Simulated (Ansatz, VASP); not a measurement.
# Cd in VASP and in Ansatz

```
Cd
1.0
     0.00000    2.20462    2.20462
     2.20462    0.00000    2.20462
     2.20462    2.20462    0.00000
Cd
1
Cartesian
  0.0000 0.0000 0.0000
```

Alike in both runs: functional PBE; dispersion D3(BJ); k mesh 10 × 10 × 10; no spin polarisation.

Ansatz relaxed the structure, and its values are those at the end. VASP's run is a single point on that final structure, the one shown.

|  | VASP | Ansatz |
| --- | --- | --- |
| version | VASP 6.6.1 | Ansatz 0.2.0 |
| potentials or method | VASP PAW PBE potentials, release 64 (Cd) | plane waves, PAW |
| plane-wave cutoff (eV) | 520 | 420 |
| occupations | methfessel-paxton of order 1, width 0.1 eV | cold, width 0.1 eV |
| valence electrons in the cell | 12 | 20 |

Ansatz gave:

| Property | Result |
| --- | --- |
| pressure (GPa) | 0.0 |
| dispersion energy (meV/atom) | -446.4 |

Which values does VASP return?

Pressure (GPa): 0.4; dispersion energy (meV/atom): -446.3.

The two sets of potentials don't hold the same shells in valence.

Caveats: pairwise dispersion overbinds metals, which lowers pressure and volume.
